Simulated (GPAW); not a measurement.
# InAs (F-43m) in GPAW: notebook, part 2 of 2

GPAW 26.7.0.

### Step 5. Electron localisation function, optPBE-vdW

The input, run.py:

```python
from ase import Atoms
from ase.dft.bandgap import bandgap
from ase.io import write
from ase.units import Bohr
from gpaw import GPAW, PW
from gpaw.elf import elf_from_dft_calculation

atoms = Atoms(['In', 'As'],
              cell=[[0.0, 3.018, 3.018],
                    [3.018, 0.0, 3.018],
                    [3.018, 3.018, 0.0]],
              scaled_positions=[[0.0, 0.0, 0.0],
                                [0.75, 0.75, 0.75]],
              pbc=True)

calc = GPAW(mode=PW(510),
            xc={'name': 'optPBE-vdW', 'backend': 'libvdwxc'},
            kpts={'size': (5, 5, 5), 'gamma': True},
            occupations={'name': 'fermi-dirac', 'width': 0.01},
            nbands=18,
            convergence={'density': 1e-05, 'energy': 1e-05},
            random=True,
            maxiter=150,
            txt='gpaw.txt')
atoms.calc = calc
energy = atoms.get_potential_energy()
forces = atoms.get_forces()
calc.write('gs.gpw')
write('result.traj', atoms)
print(f'Energy: {energy:.6f} eV')
print('Forces (eV/A):')
print(forces.round(4))
print('Fermi level:', round(calc.get_fermi_level(), 4), 'eV')
print(f'Gap: {bandgap(calc)[0]:.4f} eV, direct: {bandgap(calc, direct=True)[0]:.4f} eV')

# fields on the real-space grid
write('density.cube', atoms, data=calc.get_pseudo_density() * Bohr**3)
write('potential.cube', atoms, data=calc.get_electrostatic_potential())
write('elf.cube', atoms, data=elf_from_dft_calculation(calc).data)
```

Potentials or basis: GPAW PAW data sets (gpaw-data 1.2.1), pw.

The run is started by

```sh
$ OMP_NUM_THREADS=1 python run.py
```

gpaw.txt:

```text
__  _  _
 | _ |_)|_||  |
 |__||  | ||/\| - 26.7.0

Input parameters:
  mode=PW(ecut=510.0),
  convergence={'density': 1e-05, 'energy': 1e-05},
  kpts=MonkhorstPack(size=(5, 5, 5), gamma=True),
  maxiter=150,
  nbands=18,
  occupations=Occupations(name='fermi-dirac', width=0.01),
  random=True,
  xc=XC(name='optPBE-vdW', backend='libvdwxc')
Initializing wave functions with random numbers

                     As

       In

Atoms  # Å, Bohr magnetons
|   | symbol |        x |        y |        z |    initial magnetic moments |
|---|--------|----------|----------|----------|-----------------------------|
| 0 |     In | 0.000000 | 0.000000 | 0.000000 | ( 0.0000,  0.0000,  0.0000) |
| 1 |     As | 4.527000 | 4.527000 | 4.527000 | ( 0.0000,  0.0000,  0.0000) |

Unit cell  # Å
| periodic |        x |        y |        z |  lengths |    angles |
|----------|----------|----------|----------|----------|-----------|
|      yes | 0.000000 | 3.018000 | 3.018000 | 4.268097 | 60.000000 |
|      yes | 3.018000 | 0.000000 | 3.018000 | 4.268097 | 60.000000 |
|      yes | 3.018000 | 3.018000 | 0.000000 | 4.268097 | 60.000000 |

Number of symmetries: 24
Symmetry operations  # r_c * U_cc + t_c -> r_c
|    | kind |            matrix            |
|----|------|------------------------------|
|  0 |  E   |  1, 0, 0,  0, 1, 0,  0, 0, 1 |
|  1 |  σ   |  1, 0, 0,  0, 0, 1,  0, 1, 0 |
|  2 |  σ   |  1, 0,-1,  0, 1,-1,  0, 0,-1 |
|  3 |  C3  |  1, 0,-1,  0, 0,-1,  0, 1,-1 |
|  4 |  C3  |  1,-1, 0,  0,-1, 1,  0,-1, 0 |
|  5 |  σ   |  1,-1, 0,  0,-1, 0,  0,-1, 1 |
|  6 |  σ   |  0, 1, 0,  1, 0, 0,  0, 0, 1 |
|  7 |  C3  |  0, 1, 0,  0, 0, 1,  1, 0, 0 |
|  8 |  C2  |  0, 1,-1,  1, 0,-1,  0, 0,-1 |
|  9 |  S4  |  0, 1,-1,  0, 0,-1,  1, 0,-1 |
| 10 |  C3  |  0, 0, 1,  1, 0, 0,  0, 1, 0 |
| 11 |  σ   |  0, 0, 1,  0, 1, 0,  1, 0, 0 |
| 12 |  S4  |  0, 0,-1,  1, 0,-1,  0, 1,-1 |
| 13 |  C3  |  0, 0,-1,  0, 1,-1,  1, 0,-1 |
| 14 |  S4  |  0,-1, 1,  1,-1, 0,  0,-1, 0 |
| 15 |  C2  |  0,-1, 1,  0,-1, 0,  1,-1, 0 |
| 16 |  C3  |  0,-1, 0,  1,-1, 0,  0,-1, 1 |
| 17 |  S4  |  0,-1, 0,  0,-1, 1,  1,-1, 0 |
| 18 |  S4  | -1, 1, 0, -1, 0, 1, -1, 0, 0 |
| 19 |  C3  | -1, 1, 0, -1, 0, 0, -1, 0, 1 |
| 20 |  C3  | -1, 0, 1, -1, 1, 0, -1, 0, 0 |
| 21 |  S4  | -1, 0, 1, -1, 0, 0, -1, 1, 0 |
| 22 |  σ   | -1, 0, 0, -1, 1, 0, -1, 0, 1 |
| 23 |  C2  | -1, 0, 0, -1, 0, 1, -1, 1, 0 |

BZ-sampling:
  Number of BZ points: 125
  Number of IBZ points: 10

  Monkhorst-Pack size: [5, 5, 5]
  Monkhorst-Pack shift: [0, 0, 0]

K-points  # in reciprocal-cell coordinates
|   |                                coordinates |     weight |
|---|--------------------------------------------|------------|
| 0 | (  0.00000000,   0.00000000,   0.00000000) | 0.00800000 |
| 1 | (  0.20000000,   0.20000000,   0.00000000) | 0.04800000 |
| 2 | (  0.20000000,   0.20000000,   0.20000000) | 0.06400000 |
| 3 | (  0.40000000,   0.20000000,  -0.20000000) | 0.19200000 |
| 4 | (  0.40000000,   0.20000000,   0.20000000) | 0.09600000 |
| 5 | (  0.40000000,   0.40000000,  -0.40000000) | 0.19200000 |
| 6 | (  0.40000000,   0.40000000,  -0.20000000) | 0.09600000 |
| 7 | (  0.40000000,   0.40000000,   0.00000000) | 0.04800000 |
| 8 | (  0.40000000,   0.40000000,   0.20000000) | 0.19200000 |
| 9 | (  0.40000000,   0.40000000,   0.40000000) | 0.06400000 |

Plane wave coefficients: 1459
Cutoff: 510.0 eV

Spin-components: 1 (collinear spins)
Bands:           18
Projectors:      11
Spin-degeneracy: 2
Datatype:        complex128

Parallelization:
  kpt:    1
  domain: 1
  band:   1

Density:
  Valence electrons: 18.0
  Components: 1
  Grid points: [24 24 24]
  Charge: 0.0  # |e|

Potential:
  Grid points: [24 24 24]

species:
  In:
    name:    Indium
    Z:       49.0
    valence: 13
    core:    36
    charge:  0.0  # [|e|]
    compensation charges:
      type: gauss
      rc: 0.36  # [Å]
      lmax: 2
    cutoffs:
      filter: 2.09  # [Å]
      core: 2.48  # [Å]
    projectors
    | kind |    occ | energy [eV] | rcut [Å] |
    |------|--------|-------------|----------|
    |   5s |  2.000 |      -8.203 |    1.185 |
    |   5p |  1.000 |      -2.521 |    1.244 |
    |   4d | 10.000 |     -18.629 |    1.148 |
    |    s |        |      19.008 |    1.185 |
    |    p |        |      24.691 |    1.244 |
    |    d |        |       8.583 |    1.148 |

    Using partial waves for In as LCAO basis

  As:
    name:    Arsenic
    Z:       33.0
    valence: 5
    core:    28
    charge:  0.0  # [|e|]
    compensation charges:
      type: gauss
      rc: 0.33  # [Å]
      lmax: 2
    cutoffs:
      filter: 1.87  # [Å]
      core: 2.96  # [Å]
    projectors
    | kind |    occ | energy [eV] | rcut [Å] |
    |------|--------|-------------|----------|
    |   4s |  2.000 |     -14.487 |    1.058 |
    |   4p |  3.000 |      -5.196 |    1.058 |
    |    s |        |      12.725 |    1.058 |
    |    p |        |      22.016 |    1.058 |
    |    d |        |       0.000 |    1.058 |

    Using partial waves for As as LCAO basis

Reference energy: -221478.393260  # eV

eigensolver:
  PPCG
  Converge bands: occupied
  niter=2

density mixing:
  MSR1-Mixer
  Pratt-step length: 0.05
  Maximum mixing coefficient: 0.75
  Old densities: 10
  SVD Regularization: 0.005
  Good broyden scale: 1.0
  Trust region scale: 1.0
  Backstep threshold: 4.0
  History deletion threshold: 6.0
  Fourier metric: weight=20.0, sigma=0.015

occupation numbers:
  Fermi-Dirac:
    width: 0.0100  # eV

poisson solver:
  ecut: 4080.0  # eV

xc functional:
  name: vdW-optPBE with libvdwxc
  Mode: serial
  Semilocal: GGA_X_OPTPBE_VDW+LDA_C_PW with 2 nearest neighbor stencil
  Corresponding non-local functional: vdW-DF
  Local blocksize: 48 x 48 x 48
  PAW datasets: PBE

convergence criteria:
- Maximum integral of absolute [dens]ity change: 1e-05 electrons / valence electron
- Maximum [total energy] change in last 3 cyles: 1e-05 eV / valence electron
- Maximum integral of absolute [eigenst]ate change: 4e-08 eV^2 / valence electron
maximum number of iterations: 150

SCF iterations
|iter     | |      energy | eigst |  dens |
|---------|-|-------------|-------|-------|
|iter:   1| |  -12.122922 | +3.23 |       |
|iter:   2| |  -45.145265 | +1.06 | -0.83 |
|iter:   3| |  -45.347597 | -0.60 | -1.10 |
|iter:   4| |  -45.165231 | -2.25 | -1.13 |
|iter:   5| |  -45.077545 | -2.43 | -1.30 |
|iter:   6| |  -45.085426 | -2.69 | -1.52 |
|iter:   7| |  -45.096506 | -3.22 | -1.72 |
|iter:   8| |  -45.091086 | -4.02 | -1.87 |
|iter:   9| |  -45.087215 | -4.85 | -1.94 |
|iter:  10| |  -45.086169 | -5.67 | -2.02 |
|iter:  11| |  -45.084460 | -5.37 | -2.05 |
|iter:  12| |  -45.079949 | -4.07 | -2.12 |
|iter:  13| |  -45.079779 | -4.80 | -2.67 |
|iter:  14| |  -45.079788c| -6.32 | -3.57 |
|iter:  15| |  -45.079790c| -7.17 | -4.03 |
|iter:  16| |  -45.079790c| -7.74c| -5.16c|

Converged in 16 steps
Energy contributions relative to reference atoms: (reference = -221478.393260)

Energy contributions:
  Kinetic:          33.415303
  Coulomb:         -30.367287
  Zero:              0.000592
  External:          0.000000
  Xc:              -48.128244
  Entropy:          -0.000306
  Spinorbit:         0.000000
  ----------------------------
  Free energy:     -45.079943
  Extrapolated:    -45.079790

dipole moment: (-17.056686, -17.056686, -17.056686)  # |e|*Ang

Fermi level: 4.920
Eigenvalues  # (at kpt = [0.000, 0.000, 0.000])
| band index |      eig [eV] | occ [0-2] |
|------------|---------------|-----------|
|          0 |        -9.582 |     2.000 |
|        ... |               |           |
|          2 |        -9.582 |     2.000 |
|          3 |        -9.456 |     2.000 |
|          4 |        -9.456 |     2.000 |
|          5 |        -6.962 |     2.000 |
|          6 |         4.749 |     2.000 |
|          7 |         4.913 |     1.333 |
[... 8 lines left out ...]
|         16 |        15.416 |     0.000 |
|         17 |        15.416 |     0.000 |

No gap
No difference between direct/indirect transitions

Forces  # eV/Ang
|        x |        y |        z |
|----------|----------|----------|
|  0.00000 | -0.00000 | -0.00000 |  # In   0
| -0.00000 | -0.00000 | -0.00000 |  # As   1

# Writing to gs.gpw (mode='')
```

Wall time 11 s (1 thread of Arm Neoverse V2, shared host); peak memory 0.16 GiB.

What came out:

```yaml
Free_energy: -45.0799 eV
Band_gap_on_the_k_mesh: none (metal or under the smearing width)
```

Caveat: the k mesh is coarse (spacing up to 0.36 Å⁻¹), so the values aren't converged; the PAW data sets were made with another functional, which shifts forces and pressure a little; this crystal is a semiconductor, whose small gap the functional closes, so the metal is an error of the method.

### Step 6. Overview

| task | level | potentials or basis | k mesh | cutoff (eV) | random start of the orbitals | mesh quality | gap on the mesh (eV) | pressure (GPa) |
| --- | --- | --- | --- | --- | --- | --- | --- | --- |
| single point | LDA | the program's PAW data sets (release 1.2.1) made for this functional, pw | 6 × 6 × 6 | 450 | - | not flagged | none | -1.5 |
| single point | RPBE | the program's PAW data sets (release 1.2.1) made for this functional, pw | 6 × 6 × 6 | 450 | - | not flagged | none | 4.9 |
| electron localisation function | optPBE-vdW | GPAW PAW data sets (gpaw-data 1.2.1), pw | 5 × 5 × 5 | 510 | yes | coarse | none | - |

Alike in all rows: no spin polarisation; cell as given; smearing fermi-dirac 0.01 eV.

Caveats: some runs use coarse meshes; this crystal is a semiconductor, whose small gap the functional closes, so the metal is an error of the method; the cutoff is short for stress and forces, so pressures can be off by a GPa or more (some runs); the PAW data sets were made with another functional, which shifts forces and pressure a little (some runs).

Total energies depend on the potentials used, so only differences within one code and one set of settings carry meaning.

### Step 7. Against experiment

Step 2. Against the measured gap of InAs, 0.418 eV (direct; 4.2 K; a printed reference work, data compilation), the calculated 0.00 eV is off by -0.42 eV. Spin-orbit coupling on As, In is left out. The value is that of LDA on a finite k mesh, which can miss the band edges, without temperature or zero-point motion. Semilocal functionals fall short of measured gaps as a rule.

Step 4. Measured gap of InAs: 0.418 eV (direct; 4.2 K; a printed reference work, data compilation). This calculation gives 0.00 eV (-0.42 eV). Spin-orbit coupling on As, In is left out. The value is that of RPBE on a finite k mesh, which can miss the band edges, without temperature or zero-point motion. Semilocal functionals fall short of measured gaps as a rule.
